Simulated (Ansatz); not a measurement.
Trial structure of Bi, not yet relaxed:

```
CELL_PARAMETERS angstrom
5.18533 0.00000 0.00000
0.00000 5.18533 0.00000
0.00000 0.00000 5.18533
ATOMIC_POSITIONS crystal
Bi 0.50000 0.50000 0.50000
Bi 0.00000 0.50000 0.50000
Bi 0.50000 0.00000 0.50000
Bi 0.50000 0.50000 0.00000
```

Method: DFT PBE, scalar-relativistic, plane waves, PAW (Ansatz 0.2.0). Cutoff 420 eV; k points 4×4×4 on the computed 4-atom cell (Γ-centred); Gaussian smearing, width 0.10 eV; no spin polarisation.

Energies count from the standard state of Bi at the same level.

Problem. How far from equilibrium is it?

Solution. The pressure is 30.9 GPa (it wants to expand), the largest force is 0.00 eV/Å (symmetry fixes the atoms), and the energy is +2.37 eV/atom against the standard state. The shortest distance is 2.59 Å.

Problem. Is it a good guess?

Solution. A poor one: relaxing gains about 1.4 eV/atom (the start's value is from the coarse mesh, so the gain is rough) in 11 ionic steps and ends at +0.98 eV/atom on the finer mesh. The symmetry stays Pm-3m (No. 221). The volume per atom grows by 62.7 %, from 34.9 to 56.7 Å³. The shortest distance goes from 2.59 Å (Bi–Bi) to 3.05 Å (Bi–Bi). Conventional cell: a = 6.098 Å. Bi on a site of symmetry m-3m has 6 Bi at 3.05 Å; Bi on a site of symmetry 4/mmm has 2 Bi at 3.05 Å.

The last run used an 8×8×8 mesh for its 4-atom cell and Gaussian smearing of 0.10 eV. Spin–orbit coupling, which can matter for Bi, is left out. The relaxation can't lower the symmetry of the start, and the grade says only how near the guess is to its own end. A structure relaxed within its symmetry needn't be a true minimum.
